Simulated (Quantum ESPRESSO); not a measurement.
A calculation with Quantum ESPRESSO 7.5 of Ni (ASE script, structure typed inline):

The input run.py:

```python
import numpy as np
from ase.calculators.espresso import Espresso, EspressoProfile
from ase import Atoms

atoms = Atoms(['Ni', 'Ni'],
              cell=[[2.4480228978, 0.0, 0.0], [-1.2240114489, 2.1200500186, 0.0], [0.0, 0.0, 4.07280757]],
              scaled_positions=[[0.6666666667, 0.3333333333, 0.75], [0.3333333333, 0.6666666667, 0.25]],
              pbc=True)
atoms.set_initial_magnetic_moments([1.0, 1.0])

input_data = {
    'control': {'calculation': 'scf', 'prefix': 'pwscf', 'outdir': './tmp', 'tprnfor': True, 'tstress': True, 'disk_io': 'nowf'},
    'system': {'ecutwfc': 55.0, 'ecutrho': 440.0, 'nbnd': 29, 'occupations': 'smearing', 'smearing': 'fd', 'degauss': 0.00367493, 'nspin': 2},
    'electrons': {'conv_thr': 4e-10, 'electron_maxstep': 120, 'mixing_beta': 0.3},
}
pseudopotentials = {'Ni': 'ni_pbe_v1.4.uspp.F.UPF'}
profile = EspressoProfile(command='mpirun -n 2 pw.x -nk 2', pseudo_dir='pseudo')
dft = Espresso(profile=profile, input_data=input_data, pseudopotentials=pseudopotentials, kpts=(12, 12, 7), koffset=(0, 0, 0))
atoms.calc = dft

print(f'energy {atoms.get_potential_energy():.8f} eV')
print('forces (eV/A)')
print(np.round(atoms.get_forces(), 6))
print('stress (eV/A^3, Voigt)')
print(np.round(atoms.get_stress(), 8))
print(f'Fermi level {dft.get_fermi_level():.4f} eV')
```

Potentials or basis: SSSP 1.3 efficiency PBE.

Command:

```sh
$ OMP_NUM_THREADS=1 python run.py
```

This isn't the form of Ni at room conditions, which is fcc.

Q: Write the same calculation in another form: native input, structure typed inline.

A: As run:

File pw.in:

```
&CONTROL
  calculation = 'scf'
  prefix = 'pwscf'
  outdir = './tmp'
  pseudo_dir = './pseudo'
  tprnfor = .true.
  tstress = .true.
  disk_io = 'nowf'
/
&SYSTEM
  ibrav = 0
  nat = 2
  ntyp = 1
  ecutwfc = 55
  ecutrho = 440
  nbnd = 29
  occupations = 'smearing'
  smearing = 'fd'
  degauss = 0.00367493
  nspin = 2
  starting_magnetization(1) = 0.0556
/
&ELECTRONS
  conv_thr = 4d-10
  electron_maxstep = 120
  mixing_beta = 0.3
/
ATOMIC_SPECIES
Ni    58.6934 ni_pbe_v1.4.uspp.F.UPF
CELL_PARAMETERS angstrom
   2.4480228978    0.0000000000    0.0000000000
  -1.2240114489    2.1200500186    0.0000000000
   0.0000000000    0.0000000000    4.0728075700
ATOMIC_POSITIONS crystal
Ni     0.6666666667    0.3333333333    0.7500000000
Ni     0.3333333333    0.6666666667    0.2500000000
K_POINTS automatic
12 12 7 0 0 0
```

Potentials or basis: SSSP 1.3 efficiency PBE.

Run with:

```sh
$ OMP_NUM_THREADS=1 mpirun -n 2 pw.x -nk 2 -in pw.in > pw.out
```

Both were run:

|  | ASE script, structure typed inline | native input, structure typed inline |
| --- | --- | --- |
| Pressure | 7.1 GPa | 7.2 GPa |
| Band gap on the k mesh | none (metal or under the smearing width) | none (metal or under the smearing width) |
| Net moment | 1.34 μB per cell | 1.34 μB per cell |
| Absolute moment | 1.53 μB per cell | 1.53 μB per cell |
| Site moments | Ni +0.71 μB | Ni +0.71 μB |
| Valence electrons inside the program's atomic spheres | Ni 16.64 | Ni 16.64 |

Keys that steer only the numerical path or the files written may differ.
